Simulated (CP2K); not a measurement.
# Te (P3_121) in CP2K: a series of runs

The runs below take Te through band structure, with PBE, LDA.

Program: CP2K 2026.2. These are calculated values, not measurements. Logs are shortened: lines on timing, memory, paths and dates and some standing lists are left out, and cuts for length are marked.

### Step 1. Starting point

The structure is trigonal, space group P3_121 (No. 152). Conventional cell: a = 4.454 Å, b = 4.454 Å, c = 5.924 Å, α = 90.00°, β = 90.00°, γ = 120.00°. Te (site symmetry 2) has 2 Te at 2.86 Å as nearest neighbours.

### Step 2. Band structure, PBE

te_bands.inp

```
&GLOBAL
  PROJECT te_bands
  RUN_TYPE ENERGY_FORCE
  PRINT_LEVEL LOW
&END GLOBAL
&FORCE_EVAL
  METHOD QS
  STRESS_TENSOR ANALYTICAL
  &DFT
    BASIS_SET_FILE_NAME BASIS_MOLOPT_UZH
    POTENTIAL_FILE_NAME POTENTIAL_UZH
    &MGRID
      CUTOFF 450
      REL_CUTOFF 60
      NGRIDS 4
    &END MGRID
    &QS
      METHOD GPW
      EPS_DEFAULT 1.0E-10
    &END QS
    &KPOINTS
      SCHEME MONKHORST-PACK 7 7 5
      GAMMA_CENTERED T
      SYMMETRY T
      SYMMETRY_BACKEND SPGLIB
    &END KPOINTS
    &SCF
      SCF_GUESS ATOMIC
      EPS_SCF 1.0E-6
      MAX_SCF 100
      ADDED_MOS 12
      CHOLESKY OFF
      EPS_EIGVAL 1.0E-7
      &DIAGONALIZATION ON
        ALGORITHM STANDARD
      &END DIAGONALIZATION
      &MIXING ON
        METHOD BROYDEN_MIXING
        ALPHA 0.4
        BETA 1.5
        NBUFFER 8
      &END MIXING
      &SMEAR ON
        METHOD FERMI_DIRAC
        ELECTRONIC_TEMPERATURE [K] 300.557
      &END SMEAR
    &END SCF
    &XC
      &XC_FUNCTIONAL
        &GGA_X_PBE
        &END GGA_X_PBE
        &GGA_C_PBE
        &END GGA_C_PBE
      &END XC_FUNCTIONAL
    &END XC
    &PRINT
      &KPOINTS ON
      &END KPOINTS
      &MULLIKEN ON
      &END MULLIKEN
      &MO ON
        ENERGIES T
        OCCUPATION_NUMBERS T
        &EACH
          QS_SCF 0
        &END EACH
        ADD_LAST NUMERIC
      &END MO
      &BAND_STRUCTURE
        FILE_NAME bands.bs
        ADDED_MOS 4
        &KPOINT_SET
          UNITS B_VECTOR
          NPOINTS 6
          SPECIAL_POINT GAMMA 0.00000000 0.00000000 0.00000000
          SPECIAL_POINT M 0.50000000 0.00000000 0.00000000
          SPECIAL_POINT K 0.33333333 0.33333333 0.00000000
          SPECIAL_POINT GAMMA 0.00000000 0.00000000 0.00000000
          SPECIAL_POINT A 0.00000000 0.00000000 0.50000000
          SPECIAL_POINT L 0.50000000 0.00000000 0.50000000
          SPECIAL_POINT H 0.33333333 0.33333333 0.50000000
          SPECIAL_POINT A 0.00000000 0.00000000 0.50000000
        &END KPOINT_SET
        &KPOINT_SET
          UNITS B_VECTOR
          NPOINTS 6
          SPECIAL_POINT L 0.50000000 0.00000000 0.50000000
          SPECIAL_POINT M 0.50000000 0.00000000 0.00000000
        &END KPOINT_SET
        &KPOINT_SET
          UNITS B_VECTOR
          NPOINTS 6
          SPECIAL_POINT K 0.33333333 0.33333333 0.00000000
          SPECIAL_POINT H 0.33333333 0.33333333 0.50000000
        &END KPOINT_SET
      &END BAND_STRUCTURE
    &END PRINT
  &END DFT
  &SUBSYS
    &CELL
      A 4.4540000000 0.0000000000 0.0000000000
      B -2.2270000000 3.8572771485 0.0000000000
      C 0.0000000000 0.0000000000 5.9240000000
      PERIODIC XYZ
    &END CELL
    &COORD
      SCALED
      Te  0.7310000000 0.7310000000 0.0000000000
      Te  0.0000000000 0.2690000000 0.6666666667
      Te  0.2690000000 0.0000000000 0.3333333333
    &END COORD
    &KIND Te
      BASIS_SET TZVP-MOLOPT-PBE-GTH-q6
      POTENTIAL GTH-PBE-q6
    &END KIND
    &PRINT
      &ATOMIC_COORDINATES ON
      &END ATOMIC_COORDINATES
      &CELL ON
      &END CELL
    &END PRINT
  &END SUBSYS
  &PRINT
    &FORCES ON
    &END FORCES
    &STRESS_TENSOR ON
    &END STRESS_TENSOR
  &END PRINT
&END FORCE_EVAL
```

Potentials or basis: POTENTIAL_UZH Te GTH-PBE-q6; TZVP-MOLOPT-PBE-GTH basis.

The run is started by

```sh
> OMP_NUM_THREADS=2 cp2k.psmp -i te_bands.inp -o te_bands.out
```

te_bands.out:

```text

 CP2K| version string:                                       CP2K version 2026.2
 CP2K| Input file name                                              te_bands.inp

 GLOBAL| Force Environment number                                              1
 GLOBAL| Basis set file name                                    BASIS_MOLOPT_UZH
 GLOBAL| Potential file name                                       POTENTIAL_UZH
 GLOBAL| MM Potential file name                                     MM_POTENTIAL
 GLOBAL| Coordinate file name                                      __STD_INPUT__
 GLOBAL| Method name                                                        CP2K
 GLOBAL| Project name                                                   te_bands
 GLOBAL| Run type                                                   ENERGY_FORCE
 GLOBAL| FFT library                                                       FFTW3
[... 5 lines left out ...]
 GLOBAL| Global print level                                                  LOW
 GLOBAL| Total number of message passing processes                             1
 GLOBAL| Number of threads for this process                                    2
 GLOBAL| CPU model name                                                  UNKNOWN

 CELL| Volume [angstrom^3]:                                           101.776171
 CELL| Vector a [angstrom]:       4.454     0.000     0.000   |a| =     4.454000
 CELL| Vector b [angstrom]:      -2.227     3.857     0.000   |b| =     4.454000
 CELL| Vector c [angstrom]:       0.000     0.000     5.924   |c| =     5.924000
 CELL| Angle (b,c), alpha [degree]:                                    90.000000
 CELL| Angle (a,c), beta  [degree]:                                    90.000000
 CELL| Angle (a,b), gamma [degree]:                                   120.000000
 CELL| Numerically orthorhombic:                                              NO
 CELL| Periodicity                                                           XYZ

 CELL_REF| Volume [angstrom^3]:                                       101.776171
 CELL_REF| Vector a [angstrom     4.454     0.000     0.000   |a| =     4.454000
 CELL_REF| Vector b [angstrom    -2.227     3.857     0.000   |b| =     4.454000
 CELL_REF| Vector c [angstrom     0.000     0.000     5.924   |c| =     5.924000
 CELL_REF| Angle (b,c), alpha [degree]:                                90.000000
 CELL_REF| Angle (a,c), beta  [degree]:                                90.000000
 CELL_REF| Angle (a,b), gamma [degree]:                               120.000000
 CELL_REF| Numerically orthorhombic:                                          NO
 CELL_REF| Periodicity                                                       XYZ
[... 9 lines left out ...]
 TOTAL NUMBERS AND MAXIMUM NUMBERS

  Total number of            - Atomic kinds:                                   1
                             - Atoms:                                          3
                             - Shell sets:                                     3
                             - Shells:                                        21
                             - Primitive Cartesian functions:                 12
                             - Cartesian basis functions:                     54
                             - Spherical basis functions:                     51

[... 123 lines left out ...]

  Total energy:                                               -24.48722640581677
  Total energy (extrapolated to T->0):                        -24.48722640251138

 MO| EIGENVALUES AND OCCUPATION NUMBERS FOR K POINT 1
 MO|
 MO|  Index      Eigenvalue [a.u.]        Eigenvalue [eV]             Occupation
 MO|      1              -0.277385              -7.548028               2.000000
 MO|      2              -0.257989              -7.020251               2.000000
 MO|      3              -0.200036              -5.443264               2.000000
 MO|      4              -0.033787              -0.919399               2.000000
 MO|      5               0.002354               0.064056               2.000000
 MO|      6               0.022223               0.604726               2.000000
[... 372 lines left out ...]
 MO|     20               0.631478              17.183392               0.000000
 MO|     21               0.644414              17.535386               0.000000
 MO| Sum:                                                              18.000000
 MO| E(Fermi):            0.175754 a.u.          4.782499 eV
 MO| Band gap:            0.112993 a.u.          3.074701 eV

 [... the levels of further k-points ...]

 !-----------------------------------------------------------------------------!
                     Mulliken Population Analysis

 #  Atom  Element  Kind  Atomic population                           Net charge
       1     Te       1          6.000000                              0.000000
       2     Te       1          6.000000                             -0.000000
       3     Te       1          6.000000                             -0.000000
 # Total charge                             18.000000                  0.000000

 !-----------------------------------------------------------------------------!

 KPOINTS| Band Structure Calculation
 KPOINTS| Number of k-point sets                                               3
 KPOINTS| Number of added MOs/bands                                            4
 KPOINTS| Number of k-points in set    1                                      43
 KPOINTS| In units of b-vector [2pi/Bohr]
 KPOINTS| Special point     1       GAMMA     0.000000     0.000000     0.000000
 KPOINTS| Special point     2           M     0.500000     0.000000     0.000000
 KPOINTS| Special point     3           K     0.333333     0.333333     0.000000
 KPOINTS| Special point     4       GAMMA     0.000000     0.000000     0.000000
 KPOINTS| Special point     5           A     0.000000     0.000000     0.500000
 KPOINTS| Special point     6           L     0.500000     0.000000     0.500000
 KPOINTS| Special point     7           H     0.333333     0.333333     0.500000
 KPOINTS| Special point     8           A     0.000000     0.000000     0.500000
 KPOINTS| Number of k-points in set    2                                       7
 KPOINTS| In units of b-vector [2pi/Bohr]
 KPOINTS| Special point     1           L     0.500000     0.000000     0.500000
 KPOINTS| Special point     2           M     0.500000     0.000000     0.000000
 KPOINTS| Number of k-points in set    3                                       7
 KPOINTS| In units of b-vector [2pi/Bohr]
 KPOINTS| Special point     1           K     0.333333     0.333333     0.000000
 KPOINTS| Special point     2           H     0.333333     0.333333     0.500000

 ENERGY| Total FORCE_EVAL ( QS ) energy [hartree]            -24.487227018596844

 FORCES| Atomic forces [hartree/bohr]
 FORCES|   Atom     x               y               z               |f|
 FORCES|      1 -3.43785727E-03 -5.95459802E-03  1.92958664E-08   6.87576179E-03
 FORCES|      2 -3.43788618E-03  5.95458828E-03 -2.48963987E-08   6.87576781E-03
 FORCES|      3  6.87574346E-03  9.74762489E-09  5.60126099E-09   6.87574346E-03
 FORCES| Sum    -5.51086954E-13  7.37340478E-13  7.28671763E-13
 FORCES| Total atomic force                                       1.17402315E-12

 STRESS| Analytical stress tensor [bar]
 STRESS|                        x                   y                   z
 STRESS|      x        1.97783053152E+04  -1.07407717916E-02   1.15385511473E-02
 STRESS|      y       -1.07407717916E-02   1.97781419913E+04   8.00666474403E-02
 STRESS|      z        1.15385511473E-02   8.00666474403E-02   2.66328320894E+04
 STRESS| 1/3 Trace                                             2.20630931320E+04
 STRESS| Determinant                                           1.04181814764E+13

 STRESS| Eigenvectors and eigenvalues of the analytical stress tensor [bar]
 STRESS|                        1                   2                   3
 STRESS| Eigenvalues   1.97781412870E+04   1.97783060185E+04   2.66328320904E+04
 STRESS|      x           0.065341694999      0.997862947950      0.000001683329
 STRESS|      y           0.997862947882     -0.065341695014      0.000011680562
 STRESS|      z          -0.000011765591     -0.000000916504      0.999999999930
```

Wall time 6.5 s (2 threads of Arm Neoverse V2, shared host); peak memory 0.34 GiB.

What came out:

* Free energy: -666.3313 eV
* Pressure: 2.2 GPa
* Largest force: 0.354 eV/Å
* Band gap along the path: 0.16 eV, indirect (least direct gap 0.17 eV)

Forces in eV/Å, atoms in the order of the input:
```
Te  -0.177 -0.306  0.000
Te  -0.177  0.306  0.000
Te   0.354  0.000  0.000
```

Levels at the corners of the path, in eV from the valence-band top:
```tsv
point	band 6	band 7	band 8	band 9	band 10	band 11	band 12	band 13
Γ	-2.80	-1.68	-1.68	-0.83	1.03	1.03	1.65	6.20
M	-3.60	-3.54	-1.03	-0.81	0.84	0.88	3.70	4.59
K	-3.10	-3.10	-2.97	-2.71	2.89	2.89	3.15	6.46
Γ	-2.80	-1.68	-1.68	-0.83	1.03	1.03	1.65	6.20
A	-2.67	-1.30	-1.01	-1.01	0.45	0.47	0.47	5.42
L	-3.67	-2.47	-2.12	-0.20	0.72	2.00	2.64	6.33
H	-5.05	-0.98	-0.01	-0.01	0.16	1.31	1.31	7.66
A	-2.67	-1.30	-1.01	-1.01	0.45	0.47	0.47	5.42
L	-3.67	-2.47	-2.12	-0.20	0.72	2.00	2.64	6.33
M	-3.60	-3.54	-1.03	-0.81	0.84	0.88	3.70	4.59
K	-3.10	-3.10	-2.97	-2.71	2.89	2.89	3.15	6.46
H	-5.05	-0.98	-0.01	-0.01	0.16	1.31	1.31	7.66
```

Caveat: spin-orbit coupling is left out, which moves the levels of the heavy elements; the basis of atomic orbitals isn't converged, which shifts pressures, moduli and gaps.

(Continued in part 2 of 2.)
